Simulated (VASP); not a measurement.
# GaAs (F-43m) in VASP: further runs

The runs below take GaAs through relaxation of cell and atoms, with PBE, PBEsol.

Program: VASP 6.6.1. These are calculated values, not measurements. Logs are shortened: lines on timing, memory, paths and dates and some standing lists are left out, and cuts for length are marked.

## 1. Starting point

The structure is cubic, space group F-43m (No. 216). The conventional cell has a = 5.750 Å, b = 5.750 Å, c = 5.750 Å, α = 90.00°, β = 90.00°, γ = 90.00°. Ga (site symmetry -43m) has 4 As at 2.49 Å as nearest neighbours. Around As (site symmetry -43m) lie 4 Ga at 2.49 Å.

## 2. Relaxation of cell and atoms, PBE

INCAR reads:

```
SYSTEM = GaAs
PREC = Accurate ; ENCUT = 600
EDIFF = 1E-7 ; ISMEAR = 0
SIGMA = 0.03 ; LREAL = .False.
LASPH = .True. ; NELM = 80
ALGO = Normal ; ISIF = 3
LWAVE = .False. ; LCHARG = .False.
GGA = PE ; IBRION = 2
NSW = 90 ; EDIFFG = -0.005
```

KPOINTS reads:

```
Automatic mesh
0
Gamma
  10 10 10
  0 0 0
```

POSCAR reads:

```
GaAs                                    
1.0
    0.0000000000      2.8751155360      2.8751155360
    2.8751155360     -0.0000000000      2.8751155360
    2.8751155360      2.8751155360     -0.0000000000
  Ga              As            
     1     1
Direct
     0.0000000000000000    0.0000000000000000    0.0000000000000000
     0.2500000000000000    0.2500000000000000    0.2500000000000000
```

Potentials or basis: VASP PAW PBE potentials, release 64 (Ga_d, As).

Command:

```sh
$ cat potpaw_PBE.64/Ga_d/POTCAR potpaw_PBE.64/As/POTCAR > POTCAR
$ mpirun -np 1 vasp_std > vasp.out
```

OUTCAR:

```text
SYSTEM = GaAs
   PREC = Accurate
   ENCUT = 600
   EDIFF = 1E-7
   ISMEAR = 0
   LREAL = .False.
   LASPH = .True.
   NELM = 80
   ISIF = 3
   GGA = PE
   IBRION = 2
   NSW = 90
   EDIFFG = -0.005

 ion  position               nearest neighbor table
   1  0.000  0.000  0.000-   2 2.49   2 2.49   2 2.49   2 2.49
   2  0.250  0.250  0.250-   1 2.49   1 2.49   1 2.49   1 2.49

  LATTYP: Found a face centered cubic cell.
 ALAT       =     5.7502310720

  Lattice vectors:

 A1 = (   0.0000000000,   2.8751155360,   2.8751155360)
 A2 = (   2.8751155360,   0.0000000000,   2.8751155360)
 A3 = (   2.8751155360,   2.8751155360,   0.0000000000)

Analysis of symmetry for initial positions (statically):
=====================================================================
 Subroutine PRICEL returns:
 Original cell was already a primitive cell.

 Routine SETGRP: Setting up the symmetry group for a
 face centered cubic supercell.

 Subroutine GETGRP returns: Found 24 space group operations
 (whereof 24 operations were pure point group operations)
 out of a pool of 48 trial point group operations.

The static configuration has the point symmetry T_d .

Analysis of symmetry for dynamics (positions and initial velocities):
=====================================================================
 Subroutine PRICEL returns:
 Original cell was already a primitive cell.

 Routine SETGRP: Setting up the symmetry group for a
 face centered cubic supercell.

 Subroutine GETGRP returns: Found 24 space group operations
 (whereof 24 operations were pure point group operations)
 out of a pool of 48 trial point group operations.

The dynamic configuration has the point symmetry T_d .

 Subroutine INISYM returns: Found 24 space group operations
 (whereof 24 operations are pure point group operations),
 and found     1 'primitive' translations

----------------------------------------------------------------------------------------

                                     Primitive cell

  volume of cell :      47.5331

  direct lattice vectors                    reciprocal lattice vectors
     0.000000000  2.875115536  2.875115536    -0.173906055  0.173906055  0.173906055
     2.875115536  0.000000000  2.875115536     0.173906055 -0.173906055  0.173906055
     2.875115536  2.875115536  0.000000000     0.173906055  0.173906055 -0.173906055

  length of vectors
     4.066027384  4.066027384  4.066027384     0.301214123  0.301214123  0.301214123

  position of ions in fractional coordinates (direct lattice)
     0.000000000  0.000000000  0.000000000
     0.250000000  0.250000000  0.250000000

  ion indices of the primitive-cell ions
   primitive index   ion index
                 1           1
                 2           2

----------------------------------------------------------------------------------------

 KPOINTS: Automatic mesh

Automatic generation of k-mesh.
 Grid dimensions read from file:
 generate k-points for:   10   10   10

 Generating k-lattice:

  Cartesian coordinates                     Fractional coordinates (reciprocal lattice)
    -0.017390605  0.017390605  0.017390605     0.100000000  0.000000000  0.000000000
     0.017390605 -0.017390605  0.017390605     0.000000000  0.100000000  0.000000000
     0.017390605  0.017390605 -0.017390605     0.000000000  0.000000000  0.100000000

  Length of vectors
     0.030121412  0.030121412  0.030121412

  Shift w.r.t. Gamma in fractional coordinates (k-lattice)
     0.000000000  0.000000000  0.000000000

 Subroutine IBZKPT returns following result:
 ===========================================

 Found     47 irreducible k-points:

 Following reciprocal coordinates:
            Coordinates               Weight
  0.000000  0.000000  0.000000      1.000000
  0.100000  0.000000  0.000000      8.000000
  0.200000  0.000000  0.000000      8.000000
  0.300000  0.000000  0.000000      8.000000
  0.400000  0.000000  0.000000      8.000000
  0.500000  0.000000  0.000000      4.000000
[... 16 lines left out ...]
  0.300000  0.300000  0.000000      6.000000
  0.400000  0.300000  0.000000     24.000000
 [... further k-points ...]
   k-points           NKPTS =     47   k-points in BZ     NKDIM =     47   number of bands    NBANDS=     13
   number of dos      NEDOS =    301   number of ions     NIONS =      2
   total plane-waves  NPLWV =  32768
   dimension x,y,z NGX =    32 NGY =   32 NGZ =   32
   dimension x,y,z NGXF=    64 NGYF=   64 NGZF=   64
   ions per type =               1   1
   NGX,Y,Z   is equivalent  to a cutoff of  13.08, 13.08, 13.08 a.u.
   NGXF,Y,Z  is equivalent  to a cutoff of  26.17, 26.17, 26.17 a.u.
 SYSTEM =  GaAs
   PREC   = accura    normal or accurate (medium, high low for compatibility)
   ISTART =      0    job   : 0-new  1-cont  2-samecut
   ICHARG =      2    charge: 1-file 2-atom 10-const
   ISPIN  =      1    spin polarized calculation?
   LNONCOLLINEAR =      F non collinear calculations
   LSORBIT =      F    spin-orbit coupling
   LASPH  =      T    aspherical Exc in radial PAW
   ENCUT  =  600.0 eV  44.10 Ry    6.64 a.u.   8.12  8.12  8.12*2*pi/ulx,y,z
   NELM   =     80;   NELMIN=  2; NELMDL= -5     # of ELM steps
   EDIFF  = 0.1E-06   stopping-criterion for ELM
   LREAL  =      F    real-space projection
   EDIFFG = -.5E-02   stopping-criterion for IOM
   NSW    =     90    number of steps for IOM
   IBRION =      2    ionic relax: 0-MD 1-quasi-New 2-CG
   NFREE  =      1    steps in history (QN), initial steepest desc. (CG)
   ISIF   =      3    stress and relaxation
   ISYM   =      2    0-nonsym 1-usesym 2-fastsym
   POTIM  = 0.5000    time-step for ionic-motion
   TEBEG  =    0.0;   TEEND  =   0.0 temperature during run
   PSTRESS=    0.0 pullay stress
   NELECT =      18.0000    total number of electrons
   NUPDOWN=      -1.0000    fix difference up-down
   EMIN   =  10.00;   EMAX   =-10.00  energy-range for DOS
   EFERMI =   0.00;   METHOD = LEGACY
   ISMEAR =     0;   SIGMA  =   0.03  broadening in eV -4-tet -1-fermi 0-gaus
   EFERMI_NEDOS =   21; number of points for ismear=-14 and -15
   IALGO  =     38    algorithm
   IMIX   =      4    mixing-type and parameters
     AMIX     =   0.40;   BMIX     =  1.00
     AMIX_MAG =   1.60;   BMIX_MAG =  1.00
  volume/ion in A,a.u.               =      23.77       160.38
  Fermi-wavevector in a.u.,A,eV,Ry     =   1.184405  2.238202 19.086471  1.402816
  Thomas-Fermi vector in A             =   2.320620
   LORBIT       =      0    0 simple, 1 ext, 2 COOP (PROOUT), +10 PAW based schemes
   GGA     = PE    functional components
   LHFCALC =     F    Hartree Fock is set to
   AEXX    =    0.0000 exact exchange contribution
   IVDW    =     0    specifies the selected vdW correction
   LEPSILON=     F    determine dielectric tensor
   LRPA    =     F    only Hartree local field effects (RPA)
 conjugate gradient relaxation of ions
 non-spin polarized calculation
 Gauss-broadening in eV      SIGMA  =   0.03
  energy-cutoff  :      600.00
  volume of cell :       47.53
 maximum number of plane-waves:      1604
   NGX = 17   NGY = 17   NGZ = 17

 number of electron      17.9999994 magnetization

 Free energy of the ion-electron system (eV)
  ---------------------------------------------------
  ext. energy  EPLUGINS =         0.00000000
  ---------------------------------------------------
  free energy    TOTEN  =        -8.27513043 eV

  energy without entropy =       -8.27513026  energy(sigma->0) =       -8.27513035

 E-fermi :   3.5427     XC(G=0):  -9.3614

 val. band max:        3.4671765194   @ k =   0.0000   0.0000   0.0000
 cond. band min:       3.6119242819   @ k =   0.0000   0.0000   0.0000
 fundamental gap:      0.1447477625
 Fermi energy:         3.5427266818

 k-point     1 :       0.0000    0.0000    0.0000
  band No.  band energies     occupation
      1     -11.2564      2.00000
      2     -11.2564      2.00000
      3     -11.2564      2.00000
      4     -11.1889      2.00000
      5     -11.1889      2.00000
      6      -8.9054      2.00000
      7       3.4672      1.99963
      8       3.4672      1.99963
      9       3.4672      1.99963
     10       3.6119      0.00111
     11       7.1820      0.00000
     12       7.1820      0.00000
     13       7.1820      0.00000

 k-point     2 :       0.1000    0.0000    0.0000
  band No.  band energies     occupation
      1     -11.2633      2.00000
      2     -11.2544      2.00000
      3     -11.2544      2.00000
      4     -11.1890      2.00000
      5     -11.1890      2.00000
      6      -8.7966      2.00000
      7       1.8982      2.00000
      8       3.3209      2.00000
      9       3.3209      2.00000
     10       4.6920      0.00000
     11       7.3894      0.00000
     12       7.4022      0.00000
     13       7.4022      0.00000

 k-point     3 :       0.2000    0.0000    0.0000
  band No.  band energies     occupation
      1     -11.2804      2.00000
      2     -11.2496      2.00000
      3     -11.2496      2.00000
      4     -11.1889      2.00000
      5     -11.1889      2.00000
      6      -8.4840      2.00000
      7       0.2133      2.00000
      8       3.0023      2.00000
      9       3.0023      2.00000
     10       4.8650      0.00000
     11       7.8400      0.00000
     12       7.8400      0.00000
     13       8.4335      0.00000

 k-point     4 :       0.3000    0.0000    0.0000
  band No.  band energies     occupation
      1     -11.3000      2.00000
      2     -11.2445      2.00000
      3     -11.2445      2.00000
      4     -11.1880      2.00000
      5     -11.1880      2.00000
      6      -8.0185      2.00000
      7      -1.3036      2.00000
      8       2.6882      2.00000
      9       2.6882      2.00000
     10       4.6205      0.00000
     11       8.0993      0.00000
     12       8.0993      0.00000
     13       9.9668      0.00000

 k-point     5 :       0.4000    0.0000    0.0000
  band No.  band energies     occupation
      1     -11.3150      2.00000
      2     -11.2411      2.00000
      3     -11.2411      2.00000
      4     -11.1865      2.00000
      5     -11.1865      2.00000
      6      -7.5290      2.00000
      7      -2.4471      2.00000
      8       2.4746      2.00000
      9       2.4746      2.00000
     10       4.4069      0.00000
     11       8.1108      0.00000
     12       8.1108      0.00000
     13      11.0761      0.00000
[... 257 lines left out ...]
 k-point    22 :      -0.2000    0.2000    0.0000
  band No.  band energies     occupation
      1     -11.3060      2.00000
      2     -11.2417      2.00000
      3     -11.2401      2.00000
      4     -11.1913      2.00000
      5     -11.1871      2.00000
      6      -7.8571      2.00000
      7      -1.2387      2.00000
      8       0.9943      2.00000
      9       2.7389      2.00000
     10       6.0087      0.00000
     11       8.2841      0.00000
     12       8.3492      0.00000
     13       8.9912      0.00000

 k-point    23 :       0.3000    0.3000    0.0000
  band No.  band energies     occupation
      1     -11.3215      2.00000
      2     -11.2300      2.00000
      3     -11.2300      2.00000
      4     -11.2015      2.00000
      5     -11.1818      2.00000
      6      -7.7056      2.00000
      7      -1.3258      2.00000
      8       1.5714      2.00000
      9       1.5714      2.00000
     10       5.2206      0.00000
     11       6.3346      0.00000
     12      10.6952      0.00000
     13      10.6952      0.00000

 k-point    24 :       0.4000    0.3000    0.0000
  band No.  band energies     occupation
      1     -11.3319      2.00000
      2     -11.2261      2.00000
      3     -11.2250      2.00000
      4     -11.2031      2.00000
      5     -11.1808      2.00000
      6      -7.3047      2.00000
      7      -2.0675      2.00000
      8       1.0525      2.00000
      9       1.3677      2.00000
     10       5.3515      0.00000
     11       6.2922      0.00000
     12      10.5380      0.00000
     13      11.1685      0.00000

 [... further k-points ...]
[... 5 lines left out ...]
  --------------------------------------------------------------------------------------
  -------------------------------------------------------------------------------------
  Total       -0.0038253     -0.0038253     -0.0038253      0.0000000     -0.0000000      0.0000000
  in kB       -0.1289379     -0.1289379     -0.1289379      0.0000000     -0.0000000      0.0000000
  external PRESSURE =      -0.1289379 kB  Pullay stress =       0.0000000 kB

 VOLUME and BASIS-vectors are now :
 -----------------------------------------------------------------------------
  energy-cutoff  :      600.00
  volume of cell :       47.53
      direct lattice vectors                 reciprocal lattice vectors
     0.000000000  2.875115536  2.875115536    -0.173906055  0.173906055  0.173906055
     2.875115536  0.000000000  2.875115536     0.173906055 -0.173906055  0.173906055
     2.875115536  2.875115536  0.000000000     0.173906055  0.173906055 -0.173906055

 POSITION                                       TOTAL-FORCE (eV/Angst)
 -----------------------------------------------------------------------------------
      0.00000      0.00000      0.00000        -0.000000     -0.000000     -0.000000
      1.43756      1.43756      1.43756         0.000000      0.000000      0.000000
 -----------------------------------------------------------------------------------
    total drift:                                0.000002      0.000002      0.000002

  FREE ENERGIE OF THE ION-ELECTRON SYSTEM (eV)
  ---------------------------------------------------
  free  energy   TOTEN  =        -8.2751304328 eV

  energy  without entropy=       -8.2751302606  energy(sigma->0) =       -8.27513035

 reached required accuracy - stopping structural energy minimisation
```

It took 15 s on 1 thread of Intel Xeon Platinum 8488C (Sapphire Rapids), shared host; peak memory 0.2 GiB.

What came out:

- Free energy: -8.2751 eV
- Pressure after relaxing: 0.0 GPa
- Band gap on the k mesh: 0.14 eV, direct

Final structure:
```
CELL_PARAMETERS angstrom
0.00000 2.87512 2.87512
2.87512 0.00000 2.87512
2.87512 2.87512 0.00000
ATOMIC_POSITIONS crystal
Ga 0.00000 0.00000 0.00000
As 0.25000 0.25000 0.25000
```

Levels at points of the mesh, in eV from the valence-band top:
```
           k point  band 7  band 8  band 9  band 10  band 11  band 12
(0.00, 0.00, 0.00)    0.00    0.00    0.00     0.14     3.71     3.71
(0.50, 0.00, 0.00)   -6.37   -1.07   -1.07     0.86     4.62     4.62
(0.50, 0.50, 0.00)   -6.59   -2.50   -2.50     1.56     1.68     9.77
```

Caveat: the relaxation stopped at its first step, so nothing moved.

## 3. Relaxation of cell and atoms, PBEsol

This run uses another cell than the first one, of 22.59 Å³/atom, 0.950 times its volume.

INCAR reads:

```
PREC = Accurate
ENCUT = 600
EDIFF = 1E-6
ISMEAR = 0
SIGMA = 0.03
LREAL = False
LASPH = True
NELM = 80
ALGO = Normal
ISIF = 3
LWAVE = False
LCHARG = False
GGA = PS
IBRION = 2
NSW = 90
EDIFFG = -0.01
KPAR = 4
```

KPOINTS reads:

```
regular mesh
0
Gamma
  10 10 10
```

POSCAR reads:

```
GaAs
1.0
    0.0000000000      2.8268500000      2.8268500000
    2.8268500000      0.0000000000      2.8268500000
    2.8268500000      2.8268500000      0.0000000000
Ga As
1 1
Direct
    0.0000000000      0.0000000000      0.0000000000
    0.2500000000      0.2500000000      0.2500000000
```

Potentials or basis: VASP PAW PBE potentials, release 64 (Ga_d, As).

Command:

```sh
$ cat potpaw_PBE.64/Ga_d/POTCAR potpaw_PBE.64/As/POTCAR > POTCAR
$ mpirun -np 4 vasp_std > vasp.out
```

It took 23 s on 4 MPI ranks of Intel Xeon Platinum 8488C (Sapphire Rapids), shared host; peak memory 0.2 GiB.

It converged, with:

| Property | Result |
| --- | --- |
| Free energy | -9.0915 eV |
| Relaxed volume | 22.70 Å³/atom |
| Relaxed cell | a = 4.004 Å, b = 4.004 Å, c = 4.004 Å, α = 60.00°, β = 60.00°, γ = 60.00° |
| Space group after relaxing (to 0.05 Å) | F-43m (No. 216) |
| Energy gained by relaxing | 0.1 meV/atom |
| Ionic steps | 3 |
| Pressure after relaxing | 0.0 GPa |
| Band gap on the k mesh | 0.42 eV, direct |

The path:
```csv
step,energy change (eV),largest force (eV/Å),pressure (GPa),volume (Å³)
1,0.0000,0.0000,0.33,45.18
2,-0.0002,0.0000,-0.18,45.48
3,-0.0002,0.0000,0.01,45.40
```

Final structure:
```cif
data_structure
_symmetry_space_group_name_H-M 'P 1'
_symmetry_Int_Tables_number 1
_cell_length_a 4.0042
_cell_length_b 4.0042
_cell_length_c 4.0042
_cell_angle_alpha 60.000
_cell_angle_beta 60.000
_cell_angle_gamma 60.000
_cell_volume 45.40
loop_
_atom_site_label
_atom_site_type_symbol
_atom_site_fract_x
_atom_site_fract_y
_atom_site_fract_z
_atom_site_occupancy
Ga1 Ga 0.00000 0.00000 0.00000 1
As1 As 0.25000 0.25000 0.25000 1
```

Levels at points of the mesh, in eV from the valence-band top:
```tsv
k point	band 5	band 6	band 7	band 8	band 9	band 10	band 11	band 12	band 13
(0.00, 0.00, 0.00)	-14.69	-12.72	0.00	0.00	0.00	0.42	3.69	3.69	3.69
(0.50, 0.00, 0.00)	-14.68	-10.95	-6.65	-1.14	-1.14	0.92	4.58	4.58	7.58
(0.50, 0.50, 0.00)	-14.67	-10.22	-6.83	-2.68	-2.68	1.36	1.57	10.09	10.09
```

Caveat: the PAW data sets were made with another functional, which shifts forces and pressure a little.

## 4. Relaxation of cell and atoms, PBEsol

This run uses another cell than the first one, of 22.70 Å³/atom, 0.955 times its volume.

Edit INCAR of step 3 so:

```diff
@@ -2,3 +2,3 @@
 ENCUT = 600
-EDIFF = 1E-6
+EDIFF = 1E-7
 ISMEAR = 0
@@ -15,3 +15,3 @@
 NSW = 90
-EDIFFG = -0.01
+EDIFFG = -0.005
 KPAR = 4
```

KPOINTS is that of step 3.

POSCAR reads:

```
GaAs                                    
1.0
    0.0000000000      2.8313993248      2.8313993248
    2.8313993248      0.0000000000      2.8313993248
    2.8313993248      2.8313993248      0.0000000000
  Ga              As            
     1     1
Direct
     0.0000000000000000    0.0000000000000000    0.0000000000000000
     0.2500000000000000    0.2500000000000000    0.2500000000000000
```

Command:

```sh
$ cat potpaw_PBE.64/Ga_d/POTCAR potpaw_PBE.64/As/POTCAR > POTCAR
$ mpirun -np 4 vasp_std > vasp.out
```

It took 14 s on 4 MPI ranks of Intel Xeon Platinum 8488C (Sapphire Rapids), shared host; peak memory 0.19 GiB.

It converged, with:

* Free energy: -9.0915 eV
* Pressure after relaxing: 0.0 GPa
* Band gap on the k mesh: 0.42 eV, direct

Final structure:
```
Ga As
1.0
     0.00000    2.83140    2.83140
     2.83140    0.00000    2.83140
     2.83140    2.83140    0.00000
Ga As
1 1
Direct
  0.00000 0.00000 0.00000
  0.25000 0.25000 0.25000
```

Levels at points of the mesh, in eV from the valence-band top:
```tsv
k point	band 7	band 8	band 9	band 10	band 11	band 12
(0.00, 0.00, 0.00)	0.00	0.00	0.00	0.42	3.69	3.69
(0.50, 0.00, 0.00)	-6.65	-1.14	-1.14	0.92	4.58	4.58
(0.50, 0.50, 0.00)	-6.83	-2.68	-2.68	1.36	1.57	10.09
```

Caveat: the relaxation stopped at its first step, so nothing moved; the PAW data sets were made with another functional, which shifts forces and pressure a little. A hybrid or GW would open this gap; PBEsol tends to underestimate it.
